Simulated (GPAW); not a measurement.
# InAs (F-43m) in GPAW: further runs

The runs below take InAs through band structure, equation of state, with PBE, AM05, M06-L+D4.

Program: GPAW 26.7.0. These are calculated values, not measurements. Logs are shortened: lines on timing, memory, paths and dates and some standing lists are left out, and cuts for length are marked. The log counts tension as positive stress, the text compression.

## 1. The structure

It takes space group F-43m (No. 216, cubic). The conventional cell has a = 6.036 Å, b = 6.036 Å, c = 6.036 Å, α = 90.00°, β = 90.00°, γ = 90.00°. Around In (site symmetry -43m) lie 4 As at 2.61 Å. Around As (site symmetry -43m) lie 4 In at 2.61 Å.

## 2. Band structure, PBE

Contents of run.py:

```python
from ase.dft.bandgap import bandgap
from ase.io import read, write
from gpaw import GPAW

atoms = read('InAs.cif')

calc = GPAW(mode='lcao',
            h=0.16,
            basis='szp(dzp)',
            xc='PBE',
            kpts={'size': (6, 6, 6), 'gamma': True},
            occupations={'name': 'fermi-dirac', 'width': 0.05},
            convergence={'density': 1e-05, 'energy': 1e-05},
            maxiter=150,
            txt='gpaw.txt')
atoms.calc = calc
energy = atoms.get_potential_energy()
forces = atoms.get_forces()
calc.write('gs.gpw')
write('result.traj', atoms)
print(f'Energy: {energy:.6f} eV')
print('Forces (eV/A):')
print(forces.round(4))
print('Fermi level:', round(calc.get_fermi_level(), 4), 'eV')
print(f'Gap: {bandgap(calc)[0]:.4f} eV, direct: {bandgap(calc, direct=True)[0]:.4f} eV')

path = atoms.cell.bandpath('GXWKGLUWLK,UX', npoints=80, eps=1e-4)
bs_calc = calc.fixed_density(kpts=path, symmetry='off', txt='bands.txt')
bs = bs_calc.band_structure()
bs.write('bs.json')
print(f'Gap on the path: {bandgap(bs_calc)[0]:.4f} eV')
```

Contents of InAs.cif:

```cif
data_InAs
_cell_length_a 4.26809653
_cell_length_b 4.26809653
_cell_length_c 4.26809653
_cell_angle_alpha 60.00000000
_cell_angle_beta 60.00000000
_cell_angle_gamma 60.00000000
_space_group_name_H-M_alt 'P1'
_space_group_name_Hall 'P 1'
_space_group_IT_number 1
loop_
_space_group_symop_operation_xyz
'x,y,z'
loop_
_atom_site_label
_atom_site_type_symbol
_atom_site_symmetry_multiplicity
_atom_site_Wyckoff_symbol
_atom_site_fract_x
_atom_site_fract_y
_atom_site_fract_z
_atom_site_occupancy
In1 In 1 a 0.0000000000 0.0000000000 0.0000000000 1
As1 As 1 a 0.7500000000 0.7500000000 0.7500000000 1
```

Potentials or basis: GPAW PAW data sets (gpaw-data 1.2.1), lcao:szp(dzp).

On the command line:

```bash
$ OMP_NUM_THREADS=1 python run.py
```

gpaw.txt:

```text
__  _  _
 | _ |_)|_||  |
 |__||  | ||/\| - 26.7.0

Input parameters:
  mode=LCAO(),
  basis={'default': 'szp(dzp)'},
  convergence={'density': 1e-05, 'energy': 1e-05},
  h=0.16,
  kpts=MonkhorstPack(size=(6, 6, 6), gamma=True),
  maxiter=150,
  occupations=Occupations(name='fermi-dirac', width=0.05),
  xc=XC(name='PBE')

                          As

       In

Atoms  # Å, Bohr magnetons
|   | symbol |        x |        y |        z |    initial magnetic moments |
|---|--------|----------|----------|----------|-----------------------------|
| 0 |     In | 0.000000 | 0.000000 | 0.000000 | ( 0.0000,  0.0000,  0.0000) |
| 1 |     As | 6.402145 | 3.696280 | 2.613665 | ( 0.0000,  0.0000,  0.0000) |

Unit cell  # Å
| periodic |        x |        y |        z |  lengths |    angles |
|----------|----------|----------|----------|----------|-----------|
|      yes | 4.268097 | 0.000000 | 0.000000 | 4.268097 | 60.000000 |
|      yes | 2.134048 | 3.696280 | 0.000000 | 4.268097 | 60.000000 |
|      yes | 2.134048 | 1.232093 | 3.484886 | 4.268097 | 60.000000 |

Number of symmetries: 24
Symmetry operations  # r_c * U_cc + t_c -> r_c
|    | kind |            matrix            |
|----|------|------------------------------|
|  0 |  E   |  1, 0, 0,  0, 1, 0,  0, 0, 1 |
|  1 |  σ   |  1, 0, 0,  0, 0, 1,  0, 1, 0 |
|  2 |  σ   |  1, 0,-1,  0, 1,-1,  0, 0,-1 |
|  3 |  C3  |  1, 0,-1,  0, 0,-1,  0, 1,-1 |
|  4 |  C3  |  1,-1, 0,  0,-1, 1,  0,-1, 0 |
|  5 |  σ   |  1,-1, 0,  0,-1, 0,  0,-1, 1 |
|  6 |  σ   |  0, 1, 0,  1, 0, 0,  0, 0, 1 |
|  7 |  C3  |  0, 1, 0,  0, 0, 1,  1, 0, 0 |
|  8 |  C2  |  0, 1,-1,  1, 0,-1,  0, 0,-1 |
|  9 |  S4  |  0, 1,-1,  0, 0,-1,  1, 0,-1 |
| 10 |  C3  |  0, 0, 1,  1, 0, 0,  0, 1, 0 |
| 11 |  σ   |  0, 0, 1,  0, 1, 0,  1, 0, 0 |
| 12 |  S4  |  0, 0,-1,  1, 0,-1,  0, 1,-1 |
| 13 |  C3  |  0, 0,-1,  0, 1,-1,  1, 0,-1 |
| 14 |  S4  |  0,-1, 1,  1,-1, 0,  0,-1, 0 |
| 15 |  C2  |  0,-1, 1,  0,-1, 0,  1,-1, 0 |
| 16 |  C3  |  0,-1, 0,  1,-1, 0,  0,-1, 1 |
| 17 |  S4  |  0,-1, 0,  0,-1, 1,  1,-1, 0 |
| 18 |  S4  | -1, 1, 0, -1, 0, 1, -1, 0, 0 |
| 19 |  C3  | -1, 1, 0, -1, 0, 0, -1, 0, 1 |
| 20 |  C3  | -1, 0, 1, -1, 1, 0, -1, 0, 0 |
| 21 |  S4  | -1, 0, 1, -1, 0, 0, -1, 1, 0 |
| 22 |  σ   | -1, 0, 0, -1, 1, 0, -1, 0, 1 |
| 23 |  C2  | -1, 0, 0, -1, 0, 1, -1, 1, 0 |

BZ-sampling:
  Number of BZ points: 216
  Number of IBZ points: 16

  Monkhorst-Pack size: [6, 6, 6]
  Monkhorst-Pack shift: [0.08333333333333333, 0.08333333333333333, 0.08333333333333333]

K-points  # in reciprocal-cell coordinates
|     |                                coordinates |     weight |
|-----|--------------------------------------------|------------|
|   0 | (  0.00000000,   0.00000000,   0.00000000) | 0.00462963 |
|   1 | (  0.16666667,   0.16666667,   0.00000000) | 0.02777778 |
|   2 | (  0.16666667,   0.16666667,   0.16666667) | 0.03703704 |
|   3 | (  0.33333333,   0.16666667,   0.16666667) | 0.05555556 |
|   4 | (  0.33333333,   0.33333333,  -0.33333333) | 0.05555556 |
|   5 | (  0.33333333,   0.33333333,   0.00000000) | 0.02777778 |
|   6 | (  0.33333333,   0.33333333,   0.16666667) | 0.11111111 |
|   7 | (  0.33333333,   0.33333333,   0.33333333) | 0.03703704 |
|   8 | (  0.50000000,   0.33333333,  -0.33333333) | 0.11111111 |
|   9 | (  0.50000000,   0.33333333,  -0.16666667) | 0.05555556 |
| ... |                                            |            |
|  15 | (  0.50000000,   0.50000000,   0.50000000) | 0.01851852 |

basis functions: 23
Spin-components: 1 (collinear spins)
[... 235 lines left out ...]
        l=1, rc=10.7500 Bohr: 5p-sz confined orbital
        l=2, rc=4.4219 Bohr: 4d-sz confined orbital
        l=2, rc=10.7500 Bohr: d-type Gaussian polarization
      Number of RI-basis functions 0

  As:
    name:    Arsenic
    Z:       33.0
    valence: 5
    core:    28
    charge:  0.0  # [|e|]
    compensation charges:
      type: gauss
      rc: 0.33  # [Å]
      lmax: 2
    cutoffs:
      filter: 1.87  # [Å]
      core: 2.96  # [Å]
    projectors
    | kind |    occ | energy [eV] | rcut [Å] |
    |------|--------|-------------|----------|
    |   4s |  2.000 |     -14.487 |    1.058 |
    |   4p |  3.000 |      -5.196 |    1.058 |
    |    s |        |      12.725 |    1.058 |
    |    p |        |      22.016 |    1.058 |
    |    d |        |       0.000 |    1.058 |

    LCAO basis set for As:
      Name: szp(dzp)
      File: <dir>
      Number of radial functions: 3
      Number of spherical harmonics: 9
        l=0, rc=6.1250 Bohr: 4s-sz confined orbital
        l=1, rc=7.9531 Bohr: 4p-sz confined orbital
        l=2, rc=7.9531 Bohr: d-type Gaussian polarization
      Number of RI-basis functions 0

Reference energy: -221478.393260  # eV

eigensolver:
  <gpaw.new.lcao.eigensolver.LCAOEigensolver object>
density mixing:
  MSR1-Mixer
  Pratt-step length: 0.05
  Maximum mixing coefficient: 0.75
  Old densities: 10
  SVD Regularization: 0.005
  Good broyden scale: 1.0
  Trust region scale: 1.0
  Backstep threshold: 4.0
  History deletion threshold: 6.0
  Fourier metric: weight=20.0, sigma=0.015

occupation numbers:
  Fermi-Dirac:
    width: 0.0500  # eV

FastPoissonSolver using
    Stencil: 12*3+1=37 point O(h^6) finite-difference Laplacian
    FFT axes: [np.int64(0), np.int64(1), np.int64(2)]
    FST axes: []

xc functional:
  name: PBE with 2 nearest neighbor stencil
interpolation: tri-quintic # 5. degree polynomial

convergence criteria:
- Maximum integral of absolute [dens]ity change: 1e-05 electrons / valence electron
- Maximum [total energy] change in last 3 cyles: 1e-05 eV / valence electron
- Maximum integral of absolute [eigenst]ate change: 4e-08 eV^2 / valence electron
maximum number of iterations: 150

SCF iterations
|iter     | |      energy | eigst |  dens |
|---------|-|-------------|-------|-------|
|iter:   1| |   -7.238624 |      c|       |
|iter:   2| |   -7.192870 |      c| -1.28 |
|iter:   3| |   -7.003360 |      c| -1.31 |
|iter:   4| |   -7.002079 |      c| -1.85 |
|iter:   5| |   -7.001909 |      c| -2.30 |
|iter:   6| |   -7.001900c|      c| -3.48 |
|iter:   7| |   -7.001900c|      c| -4.35 |
|iter:   8| |   -7.001900c|      c| -4.78 |
|iter:   9| |   -7.001900c|      c| -6.68c|

Converged in 9 steps
Energy contributions relative to reference atoms: (reference = -221478.393260)

Energy contributions:
  Kinetic:          -0.883675
  Coulomb:           1.830537
  Zero:              0.119701
  External:          0.000000
  Xc:               -8.067955
  Entropy:          -0.001015
  Spinorbit:         0.000000
  ----------------------------
  Free energy:      -7.002408
  Extrapolated:     -7.001900

dipole moment: (-24.064712, -13.893768, -9.824377)  # |e|*Ang

Fermi level: 4.765
Eigenvalues  # (at kpt = [0.000, 0.000, 0.000])
| band index |      eig [eV] | occ [0-2] |
|------------|---------------|-----------|
|          0 |       -10.086 |     2.000 |
|        ... |               |           |
|          2 |       -10.084 |     2.000 |
|          3 |        -9.952 |     2.000 |
|          4 |        -9.952 |     2.000 |
|          5 |        -7.169 |     2.000 |
|          6 |         4.619 |     1.898 |
|          7 |         4.725 |     1.379 |
|          8 |         4.725 |     1.379 |
|          9 |         4.725 |     1.377 |
|         10 |         8.863 |     0.000 |
|         11 |         8.864 |     0.000 |
|         12 |         8.864 |     0.000 |

No gap
No difference between direct/indirect transitions

Forces  # eV/Ang
|        x |        y |        z |
|----------|----------|----------|
| -0.00000 |  0.00000 | -0.00000 |  # In   0
|  0.00000 | -0.00000 |  0.00000 |  # As   1

# Writing to gs.gpw (mode='')
```

stdout:

```text
Energy: -7.001900 eV
Forces (eV/A):
[[-0.  0. -0.]
 [ 0. -0.  0.]]
Fermi level: 4.7648 eV
Gap: 0.0000 eV, direct: 0.0000 eV
Gap on the path: 0.0000 eV
```

bands.txt:

```text
convergence criteria:
- Maximum integral of absolute [eigenst]ate change: 4e-08 eV^2 / valence electron
maximum number of iterations: 150

SCF iterations
|iter     | |      energy | eigst |  dens |
|---------|-|-------------|-------|-------|
|iter:   1| |             |      c|       |
[... 80 lines left out ...]
         [0.43055556, 0.43055556, 0.63888889],
         [0.41666667, 0.41666667, 0.66666667],
         [0.40277778, 0.40277778, 0.69444444],
         [0.38888889, 0.38888889, 0.72222222],
         [0.375     , 0.375     , 0.75      ],
         [0.625     , 0.25      , 0.625     ],
         [0.59375   , 0.1875    , 0.59375   ],
         [0.5625    , 0.125     , 0.5625    ],
         [0.53125   , 0.0625    , 0.53125   ],
         [0.5       , 0.        , 0.5       ]])),
  maxiter=150,
  occupations=Occupations(name='fermi-dirac', width=0.05),
  symmetry=Symmetry(point_group=False, time_reversal=False),
  xc=XC(name='PBE')
```

It took 36 s on 1 thread of Arm Neoverse V2, shared host; peak memory 0.18 GiB.

These settings aren't checked as converged: the numbers below hold their error.

What came out:

```yaml
Free_energy: -7.0024 eV
Band_gap_along_the_path: none (metal or under the smearing width)
```

Caveat: the real-space grid adds noise to forces; spin-orbit coupling is left out, which moves the levels of the heavy elements; the basis of atomic orbitals isn't converged, which shifts pressures, moduli and gaps.

## 3. Band structure, PBE

Edit run.py of step 2 so:

```diff
@@ -8,3 +8,3 @@
             h=0.16,
-            basis='szp(dzp)',
+            basis='sz(dzp)',
             xc='PBE',
@@ -26,3 +26,3 @@
 
-path = atoms.cell.bandpath('GXWKGLUWLK,UX', npoints=80, eps=1e-4)
+path = atoms.cell.bandpath('GXWKGLUWLK,UX', npoints=60, eps=1e-4)
 bs_calc = calc.fixed_density(kpts=path, symmetry='off', txt='bands.txt')
```

InAs.cif is that of step 2.

Potentials or basis: GPAW PAW data sets (gpaw-data 1.2.1), lcao:sz(dzp).

On the command line:

```bash
$ OMP_NUM_THREADS=1 python run.py
```

Wall time 10 s (1 thread of Arm Neoverse V2, shared host); peak memory 0.17 GiB.

These settings aren't checked as converged: the numbers below hold their error.

Results:

```yaml
Free_energy: -6.5108 eV
Band_gap_along_the_path: none (metal or under the smearing width)
```

Caveat: the real-space grid adds noise to forces; spin-orbit coupling is left out, which moves the levels of the heavy elements; the basis of atomic orbitals isn't converged, which shifts pressures, moduli and gaps.

## 4. Equation of state, AM05

Contents of run.py:

```python
from ase.eos import EquationOfState
from ase.io import Trajectory
from ase.spacegroup import crystal
from ase.units import GPa
from gpaw import GPAW, PW, setup_paths

setup_paths.insert(0, '.')

# In 4a
# As 4c
atoms = crystal(['In', 'As'],
                basis=[[0.0, 0.0, 0.0],
                       [0.25, 0.25, 0.25]],
                spacegroup=216, setting=1,  # F-43m
                cellpar=[6.036, 6.036, 6.036, 90.0, 90.0, 90.0],
                primitive_cell=True)

traj = Trajectory('eos.traj', 'w')
volumes, energies = [], []
for x in [0.94, 0.96, 0.98, 1.0, 1.02, 1.04, 1.06]:
    a = atoms.copy()
    a.set_cell(atoms.cell * x**(1 / 3), scale_atoms=True)
    calc = GPAW(mode=PW(600),
                xc='AM05',
                kpts={'size': (6, 6, 6), 'gamma': True},
                occupations={'name': 'fermi-dirac', 'width': 0.05},
                nbands=18,
                convergence={'density': 1e-05, 'energy': 1e-05},
                maxiter=150,
                txt=f'eos-{x:.2f}.txt')
    a.calc = calc
    energies.append(a.get_potential_energy(force_consistent=True))
    volumes.append(a.get_volume())
    p = -a.get_stress()[:3].mean() / GPa
    calc.write(f'eos-{x:.2f}.gpw')
    traj.write(a)
    print(f'{x:.2f} {volumes[-1]:10.4f} A^3 {energies[-1]:14.6f} eV {p:9.3f} GPa', flush=True)

v0, e0, B = EquationOfState(volumes, energies, eos='birchmurnaghan').fit()
print(f'V0 = {v0:.4f} A^3, E0 = {e0:.6f} eV, B0 = {B / GPa:.2f} GPa')
```

Potentials or basis: PAW data sets generated in the run's folder for this functional, pw.

On the command line:

```bash
$ gpaw-setup -f AM05 As In
$ OMP_NUM_THREADS=1 python run.py
```

Run time: 47 s. Hardware: 1 thread of AMD EPYC 7R13 (Zen 3), shared host; peak memory 0.25 GiB.

The run converged. Its results:

```yaml
Equilibrium_volume: 28.32 Å³/atom
Bulk_modulus: 54 GPa
Pressure_derivative_of_the_bulk_modulus: 4.4
```

Energy against volume, from the lowest point:
| volume (Å³/atom) | energy (meV/atom) |
| --- | --- |
| 25.840 | 42.91 |
| 26.389 | 24.85 |
| 26.939 | 11.99 |
| 27.489 | 3.91 |
| 28.039 | 0.03 |
| 28.588 | 0.00 |
| 29.138 | 3.38 |

## 5. Equation of state, M06-L+D4

Contents of run.py:

```python
import spglib
from ase import Atoms
from ase.calculators.mixing import SumCalculator
from ase.eos import EquationOfState
from ase.io import Trajectory, read
from ase.units import GPa
from dftd4.ase import DFTD4
from gpaw import GPAW, PW

atoms = read('InAs.cif')
cell, positions, numbers = spglib.find_primitive(
    (atoms.cell[:], atoms.get_scaled_positions(), atoms.numbers), symprec=1e-4)
atoms = Atoms(numbers, cell=cell, scaled_positions=positions, pbc=True)

traj = Trajectory('eos.traj', 'w')
volumes, energies = [], []
for x in [0.94, 0.96, 0.98, 1.0, 1.02, 1.04, 1.06]:
    a = atoms.copy()
    a.set_cell(atoms.cell * x**(1 / 3), scale_atoms=True)
    calc = GPAW(mode=PW(600),
                xc='M06-L',
                kpts={'size': (6, 6, 6), 'gamma': True},
                occupations={'name': 'fermi-dirac', 'width': 0.05},
                nbands=18,
                convergence={'density': 1e-05, 'energy': 1e-05},
                maxiter=150,
                txt=f'eos-{x:.2f}.txt')
    a.calc = SumCalculator([calc, DFTD4(method='m06l')])
    energies.append(a.get_potential_energy())
    volumes.append(a.get_volume())
    p = -a.get_stress()[:3].mean() / GPa
    calc.write(f'eos-{x:.2f}.gpw')
    traj.write(a)
    print(f'{x:.2f} {volumes[-1]:10.4f} A^3 {energies[-1]:14.6f} eV {p:9.3f} GPa', flush=True)

v0, e0, B = EquationOfState(volumes, energies, eos='birchmurnaghan').fit()
print(f'V0 = {v0:.4f} A^3, E0 = {e0:.6f} eV, B0 = {B / GPa:.2f} GPa')
```

Contents of InAs.cif:

```cif
data_InAs
_cell_length_a 6.03600000
_cell_length_b 6.03600000
_cell_length_c 6.03600000
_cell_angle_alpha 90.00000000
_cell_angle_beta 90.00000000
_cell_angle_gamma 90.00000000
_space_group_name_H-M_alt 'F-43m'
_space_group_name_Hall 'F -4 2 3'
_space_group_IT_number 216
loop_
_space_group_symop_operation_xyz
'x,y,z'
'y,-x,-z'
'-x,-y,z'
'-y,x,-z'
'x,-y,-z'
'y,x,z'
'-x,y,-z'
'-y,-x,z'
'z,x,y'
'-z,y,-x'
'z,-x,-y'
'-z,-y,x'
'-z,x,-y'
'z,y,x'
'-z,-x,y'
'z,-y,-x'
'y,z,x'
'-x,-z,y'
'-y,z,-x'
'x,-z,-y'
'-y,-z,x'
'x,z,y'
'y,-z,-x'
'-x,z,-y'
'x,y+1/2,z+1/2'
'y,-x+1/2,-z+1/2'
'-x,-y+1/2,z+1/2'
'-y,x+1/2,-z+1/2'
'x,-y+1/2,-z+1/2'
'y,x+1/2,z+1/2'
'-x,y+1/2,-z+1/2'
'-y,-x+1/2,z+1/2'
'z,x+1/2,y+1/2'
'-z,y+1/2,-x+1/2'
'z,-x+1/2,-y+1/2'
'-z,-y+1/2,x+1/2'
'-z,x+1/2,-y+1/2'
'z,y+1/2,x+1/2'
'-z,-x+1/2,y+1/2'
'z,-y+1/2,-x+1/2'
'y,z+1/2,x+1/2'
'-x,-z+1/2,y+1/2'
'-y,z+1/2,-x+1/2'
'x,-z+1/2,-y+1/2'
'-y,-z+1/2,x+1/2'
'x,z+1/2,y+1/2'
'y,-z+1/2,-x+1/2'
'-x,z+1/2,-y+1/2'
'x+1/2,y,z+1/2'
'y+1/2,-x,-z+1/2'
'-x+1/2,-y,z+1/2'
'-y+1/2,x,-z+1/2'
'x+1/2,-y,-z+1/2'
'y+1/2,x,z+1/2'
'-x+1/2,y,-z+1/2'
'-y+1/2,-x,z+1/2'
'z+1/2,x,y+1/2'
'-z+1/2,y,-x+1/2'
'z+1/2,-x,-y+1/2'
'-z+1/2,-y,x+1/2'
'-z+1/2,x,-y+1/2'
'z+1/2,y,x+1/2'
'-z+1/2,-x,y+1/2'
'z+1/2,-y,-x+1/2'
'y+1/2,z,x+1/2'
'-x+1/2,-z,y+1/2'
'-y+1/2,z,-x+1/2'
'x+1/2,-z,-y+1/2'
'-y+1/2,-z,x+1/2'
'x+1/2,z,y+1/2'
'y+1/2,-z,-x+1/2'
'-x+1/2,z,-y+1/2'
'x+1/2,y+1/2,z'
'y+1/2,-x+1/2,-z'
'-x+1/2,-y+1/2,z'
'-y+1/2,x+1/2,-z'
'x+1/2,-y+1/2,-z'
'y+1/2,x+1/2,z'
'-x+1/2,y+1/2,-z'
'-y+1/2,-x+1/2,z'
'z+1/2,x+1/2,y'
'-z+1/2,y+1/2,-x'
'z+1/2,-x+1/2,-y'
'-z+1/2,-y+1/2,x'
'-z+1/2,x+1/2,-y'
'z+1/2,y+1/2,x'
'-z+1/2,-x+1/2,y'
'z+1/2,-y+1/2,-x'
'y+1/2,z+1/2,x'
'-x+1/2,-z+1/2,y'
'-y+1/2,z+1/2,-x'
'x+1/2,-z+1/2,-y'
'-y+1/2,-z+1/2,x'
'x+1/2,z+1/2,y'
'y+1/2,-z+1/2,-x'
'-x+1/2,z+1/2,-y'
loop_
_atom_site_label
_atom_site_type_symbol
_atom_site_symmetry_multiplicity
_atom_site_Wyckoff_symbol
_atom_site_fract_x
_atom_site_fract_y
_atom_site_fract_z
_atom_site_occupancy
In1 In 4 a 0.0000000000 0.0000000000 0.0000000000 1
As1 As 4 c 0.2500000000 0.2500000000 0.2500000000 1
```

Potentials or basis: GPAW PAW data sets (gpaw-data 1.2.1), pw.

On the command line:

```bash
$ OMP_NUM_THREADS=1 python run.py
```

Wall time 7.5 min (1 thread of AMD EPYC 7R13 (Zen 3), shared host); peak memory 0.74 GiB.

Results (log left out):

- Equilibrium volume: outside the volumes run

Energy against volume, from the lowest point:
| volume (Å³/atom) | energy (meV/atom) |
| --- | --- |
| 25.840 | 62.36 |
| 26.389 | 35.74 |
| 26.939 | 15.03 |
| 27.489 | 0.00 |

Caveat: the PAW data sets were made with another functional, which shifts forces and pressure a little.
